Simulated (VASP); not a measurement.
# NaCl (Pm-3m) in VASP: settings compared

The runs below take NaCl through G0W0 quasiparticle levels, QSGW quasiparticle levels, band structure, with PBE, HSE06.

Everything below comes from runs of VASP 6.6.1. Logs are shortened: lines on timing, memory, paths and dates and some standing lists are left out, and cuts for length are marked.

**1. The structure**

It takes space group Pm-3m (No. 221, cubic). Conventional cell: a = 3.502 Å, b = 3.502 Å, c = 3.502 Å, α = 90.00°, β = 90.00°, γ = 90.00°. Cl (site symmetry m-3m) is surrounded by 8 Na at 3.03 Å. Na (site symmetry m-3m) has 8 Cl at 3.03 Å as nearest neighbours.

Measurements of this composition are mostly on another form, of space group No. 225.

**2. G0W0 quasiparticle levels, PBE**

Contents of POSCAR:

```
NaCl
1.0
    3.5021900000      0.0000000000      0.0000000000
    0.0000000000      3.5021900000      0.0000000000
    0.0000000000      0.0000000000      3.5021900000
Cl Na
1 1
Direct
    0.5000000000      0.5000000000      0.5000000000
    0.0000000000      0.0000000000      0.0000000000
```

Contents of INCAR.step1:

```
SYSTEM = NaCl
PREC = Accurate
ENCUT = 450
EDIFF = 1E-8
ISMEAR = 0
SIGMA = 0.01
LREAL = .False.
LASPH = .True.
NELM = 100
ALGO = Normal
LWAVE = .True.
LCHARG = .False.
GGA = PE
```

Contents of INCAR.step2:

```
SYSTEM = NaCl
PREC = Accurate
ENCUT = 450
EDIFF = 1E-8
ISMEAR = 0
SIGMA = 0.01
LREAL = .False.
LASPH = .True.
NELM = 1
ALGO = Exact
LWAVE = .True.
LCHARG = .False.
GGA = PE
NBANDS = 112
LOPTICS = .True.
ISTART = 1
```

Contents of INCAR.step3:

```
SYSTEM = NaCl
PREC = Accurate
ENCUT = 450
EDIFF = 1E-8
ISMEAR = 0
SIGMA = 0.01
LREAL = .False.
LASPH = .True.
ALGO = EVGW0
LWAVE = .True.
LCHARG = .False.
GGA = PE
NELMGW = 1
NBANDS = 112
ENCUTGW = 150
NOMEGA = 64
PRECFOCK = Fast
ISTART = 1
NBANDSGW = 16
```

Contents of INCAR.step4:

```
SYSTEM = NaCl
PREC = Accurate
ENCUT = 450
EDIFF = 1E-8
ISMEAR = 0
SIGMA = 0.01
LREAL = .False.
LASPH = .True.
ALGO = BSE
LWAVE = .False.
LCHARG = .False.
GGA = PE
NBANDS = 112
ENCUTGW = 150
NBANDSO = 4
NBANDSV = 4
ANTIRES = 0
OMEGAMAX = 20
PRECFOCK = Fast
ISTART = 1
NBSEEIG = 10
```

Contents of KPOINTS:

```
Automatic mesh
0
Gamma
  5 5 5
  0 0 0
```

Potentials or basis: VASP PAW PBE potentials, release 64 (Cl_GW, Na_sv_GW).

Command:

```console
> cat potpaw_PBE.64/Cl_GW/POTCAR potpaw_PBE.64/Na_sv_GW/POTCAR > POTCAR
> cp INCAR.step1 INCAR
> mpirun -np 1 vasp_std > vasp.out
> cp INCAR.step2 INCAR
> mpirun -np 1 vasp_std > vasp.out
> cp INCAR.step3 INCAR
> mpirun -np 1 vasp_std > vasp.out
> cp INCAR.step4 INCAR
> mpirun -np 1 vasp_std > vasp.out
```

OUTCAR:

```text
SYSTEM = NaCl
   PREC = Accurate
   ENCUT = 450
   EDIFF = 1E-8
   ISMEAR = 0
   LREAL = .False.
   LASPH = .True.
   GGA = PE
   ENCUTGW = 150
   PRECFOCK = Fast
   ISTART = 1

 ion  position               nearest neighbor table
   1  0.500  0.500  0.500-
   2  0.000  0.000  0.000-

  LATTYP: Found a simple cubic cell.
 ALAT       =     3.5021900000

  Lattice vectors:

 A1 = (   3.5021900000,   0.0000000000,   0.0000000000)
 A2 = (   0.0000000000,   3.5021900000,   0.0000000000)
 A3 = (   0.0000000000,   0.0000000000,   3.5021900000)

Analysis of symmetry for initial positions (statically):
=====================================================================
 Subroutine PRICEL returns:
 Original cell was already a primitive cell.

 Routine SETGRP: Setting up the symmetry group for a
 simple cubic supercell.

 Subroutine GETGRP returns: Found 48 space group operations
 (whereof 48 operations were pure point group operations)
 out of a pool of 48 trial point group operations.

The static configuration has the point symmetry O_h .

Analysis of symmetry for dynamics (positions and initial velocities):
=====================================================================
 Subroutine PRICEL returns:
 Original cell was already a primitive cell.

 Routine SETGRP: Setting up the symmetry group for a
 simple cubic supercell.

 Subroutine GETGRP returns: Found 48 space group operations
 (whereof 48 operations were pure point group operations)
 out of a pool of 48 trial point group operations.

The dynamic configuration has the point symmetry O_h .

 Subroutine INISYM returns: Found 48 space group operations
 (whereof 48 operations are pure point group operations),
 and found     1 'primitive' translations

----------------------------------------------------------------------------------------

                                     Primitive cell

  volume of cell :      42.9555

  direct lattice vectors                    reciprocal lattice vectors
     3.502190000  0.000000000  0.000000000     0.285535622  0.000000000  0.000000000
     0.000000000  3.502190000  0.000000000     0.000000000  0.285535622  0.000000000
     0.000000000  0.000000000  3.502190000     0.000000000  0.000000000  0.285535622

  length of vectors
     3.502190000  3.502190000  3.502190000     0.285535622  0.285535622  0.285535622

  position of ions in fractional coordinates (direct lattice)
     0.500000000  0.500000000  0.500000000
     0.000000000  0.000000000  0.000000000

  ion indices of the primitive-cell ions
   primitive index   ion index
                 1           1
                 2           2

----------------------------------------------------------------------------------------

 KPOINTS: Automatic mesh

Automatic generation of k-mesh.
 Grid dimensions read from file:
 generate k-points for:    5    5    5

 Generating k-lattice:

  Cartesian coordinates                     Fractional coordinates (reciprocal lattice)
     0.057107124  0.000000000  0.000000000     0.200000000  0.000000000  0.000000000
     0.000000000  0.057107124  0.000000000     0.000000000  0.200000000  0.000000000
     0.000000000  0.000000000  0.057107124     0.000000000  0.000000000  0.200000000

  Length of vectors
     0.057107124  0.057107124  0.057107124

  Shift w.r.t. Gamma in fractional coordinates (k-lattice)
     0.000000000  0.000000000  0.000000000

 Subroutine IBZKPT returns following result:
 ===========================================

 Found     10 irreducible k-points:

 Following reciprocal coordinates:
            Coordinates               Weight
  0.000000  0.000000  0.000000      1.000000
  0.200000  0.000000  0.000000      6.000000
  0.400000  0.000000  0.000000      6.000000
  0.200000  0.200000  0.000000     12.000000
  0.400000  0.200000  0.000000     24.000000
  0.400000  0.400000  0.000000     12.000000
  0.200000  0.200000  0.200000      8.000000
  0.400000  0.200000  0.200000     24.000000
  0.400000  0.400000  0.200000     24.000000
  0.400000  0.400000  0.400000      8.000000
   k-points           NKPTS =     10   k-points in BZ     NKDIM =    125   number of bands    NBANDS=    112
   number of dos      NEDOS =    301   number of ions     NIONS =      2
   total plane-waves  NPLWV =  13824
   dimension x,y,z NGX =    24 NGY =   24 NGZ =   24
   dimension x,y,z NGXF=    48 NGYF=   48 NGZF=   48
   ions per type =               1   1
   NGX,Y,Z   is equivalent  to a cutoff of  11.39, 11.39, 11.39 a.u.
   NGXF,Y,Z  is equivalent  to a cutoff of  22.79, 22.79, 22.79 a.u.
 SYSTEM =  NaCl
   PREC   = accura    normal or accurate (medium, high low for compatibility)
   ISTART =      1    job   : 0-new  1-cont  2-samecut
   ICHARG =      0    charge: 1-file 2-atom 10-const
   ISPIN  =      1    spin polarized calculation?
   LNONCOLLINEAR =      F non collinear calculations
   LSORBIT =      F    spin-orbit coupling
   LASPH  =      T    aspherical Exc in radial PAW
   ENCUT  =  450.0 eV  33.07 Ry    5.75 a.u.   6.06  6.06  6.06*2*pi/ulx,y,z
   NELM   =     60;   NELMIN=  2; NELMDL=  0     # of ELM steps
   EDIFF  = 0.1E-07   stopping-criterion for ELM
   LREAL  =      F    real-space projection
   EDIFFG = 0.1E-06   stopping-criterion for IOM
   NSW    =      0    number of steps for IOM
   IBRION =     -1    ionic relax: 0-MD 1-quasi-New 2-CG
   NFREE  =      0    steps in history (QN), initial steepest desc. (CG)
   ISIF   =      0    stress and relaxation
   ISYM   =      3    0-nonsym 1-usesym 2-fastsym
   POTIM  = 0.5000    time-step for ionic-motion
   TEBEG  =    0.0;   TEEND  =   0.0 temperature during run
   PSTRESS=    0.0 pullay stress
   NELECT =      16.0000    total number of electrons
   NUPDOWN=      -1.0000    fix difference up-down
   EMIN   =  10.00;   EMAX   =-10.00  energy-range for DOS
   EFERMI =   0.00;   METHOD = LEGACY
   ISMEAR =     0;   SIGMA  =   0.01  broadening in eV -4-tet -1-fermi 0-gaus
   EFERMI_NEDOS =   21; number of points for ismear=-14 and -15
   IALGO  =     38    algorithm
   IMIX   =      4    mixing-type and parameters
     AMIX     =   0.40;   BMIX     =  1.00
     AMIX_MAG =   1.60;   BMIX_MAG =  1.00
  volume/ion in A,a.u.               =      21.48       144.94
  Fermi-wavevector in a.u.,A,eV,Ry     =   1.177900  2.225908 18.877385  1.387449
  Thomas-Fermi vector in A             =   2.314239
   LORBIT       =      0    0 simple, 1 ext, 2 COOP (PROOUT), +10 PAW based schemes
   GGA     = PE    functional components
   LHFCALC =     T    Hartree Fock is set to
   PRECFOCK=fast      Normal, Fast or Accurate (Low or Medium for compatibility)
   ENCUT4O =  -1.0   cutoff for four orbital integrals eV
   NKREDX  =     1    reduce k-point grid by
   NKREDY  =     1    reduce k-point grid by
   NKREDZ  =     1    reduce k-point grid by
   AEXX    =    1.0000 exact exchange contribution
   HFSCREEN=    0.0000 screening length (either q_TF or 0.3 A-1)
   HFSCREENC=   0.0000 screening length for correlation (either q_TF or 0.3 A-1)
   ENCUTFOCK=  -1.0 apply spherical cutoff to Coloumb kernel
   IVDW    =     0    specifies the selected vdW correction
   LEPSILON=     F    determine dielectric tensor
   LRPA    =     F    only Hartree local field effects (RPA)
   LRPAFORCE           =     F    calculate RPA forces
   ENCUTGW             = 150.0    cutoff for response function in eV
   ENCUTGWSOFT         = 120.0    soft cutoff for Coulomb kernel in GW response function in eV
   ENCUTLF             =  -1.0    cutoff for local field effects
   NELMGW              =     1    number of iterations in solving QP/BSE equation
   NELMHF              =     1    number of iterations in the inner HF iteration
   NKREDLFX            =     1    NKREDLFY  =   1   NKREDLFZ  =   1
 non-spin polarized calculation
 Gauss-broadening in eV      SIGMA  =   0.01
  energy-cutoff  :      450.00
  volume of cell :       42.96
 maximum number of plane-waves:       948
  NGX = 14; NGY = 14; NGZ = 14
   NGX = 13   NGY = 13   NGZ = 13
 maximum number of plane-waves:       185
 NGX is ok and might be reduce to    14

 BSE (scaLAPACK) attempting allocation of   0.036 Gbyte  rank=   1501

=======================================================================
```

OUTCAR.step2:

```text
SYSTEM = NaCl
   PREC = Accurate
   ENCUT = 450
   EDIFF = 1E-8
[... 770 lines left out ...]
  --------------------------------------------------------------------------------------------------------------
     0.00000     3.02010     3.02010     3.02010    -0.00000    -0.00000     0.00000
     1.84449     3.12176     3.12176     3.12176    -0.00000    -0.00000     0.00000
     3.68899     3.60013     3.60013     3.60013    -0.00000    -0.00000     0.00000
     5.53348     2.85844     2.85844     2.85844    -0.00000    -0.00000     0.00000
     7.37798     3.47645     3.47645     3.47645    -0.00000     0.00000     0.00000
     9.22247     2.57039     2.57039     2.57039     0.00000     0.00000    -0.00000
[... 92 lines left out ...]
   180.76042     0.98621     0.98621     0.98621     0.00000     0.00000    -0.00000
   182.60492     0.98653     0.98653     0.98653     0.00000     0.00000    -0.00000
```

Run time: 11 min. Hardware: 1 thread of AMD EPYC 7R43 (Zen 3), shared host; peak memory 0.49 GiB.

Results:

| Item | Value |
| --- | --- |
| Band gap on the k mesh, mean-field level | 4.04 eV, indirect (least direct gap 4.48 eV) |
| Quasiparticle gap | 6.58 eV |
| Least direct quasiparticle gap | 7.08 eV |

Dielectric function (mean over the directions given):
```csv
energy (eV),real part,imaginary part
0.32,2.56,0.00
0.96,2.58,0.00
1.60,2.62,0.01
2.32,2.69,0.01
2.96,2.79,0.02
3.68,2.95,0.03
4.32,3.18,0.05
5.04,3.68,0.10
5.69,5.01,0.51
6.41,3.32,0.85
7.05,-0.11,1.95
7.69,4.77,2.35
8.41,1.96,2.73
9.05,3.83,1.98
9.77,3.30,4.06
10.41,-0.05,2.54
11.13,-0.31,3.37
11.77,-0.24,1.62
12.49,-0.35,0.72
13.13,-0.02,0.95
13.77,-0.86,0.70
14.49,-0.50,0.71
15.14,0.15,0.88
15.86,-0.46,0.52
16.50,-0.24,0.17
17.22,-0.01,0.18
17.86,0.14,0.03
18.58,0.31,0.09
19.22,0.35,0.01
19.94,0.43,0.01
```

Lowest excitation energies (eV) and strengths:
| energy | strength |
| --- | --- |
| 6.046 | 8.67 |
| 6.046 | 8.67 |
| 6.046 | 8.67 |
| 6.859 | 11.7 |
| 6.859 | 11.7 |
| 6.859 | 11.7 |
| 7.080 | 0 |
| 7.080 | 0 |
| 7.080 | 0 |
| 7.084 | 0 |

Caveat: bands, screening cutoff and mesh are small and nothing is extrapolated, so the quasiparticle values aren't converged; spectra need much finer meshes, so this one isn't converged; an odd mesh through Γ misses points on the zone boundary, where band edges often lie.

[end of part 1 of 2]
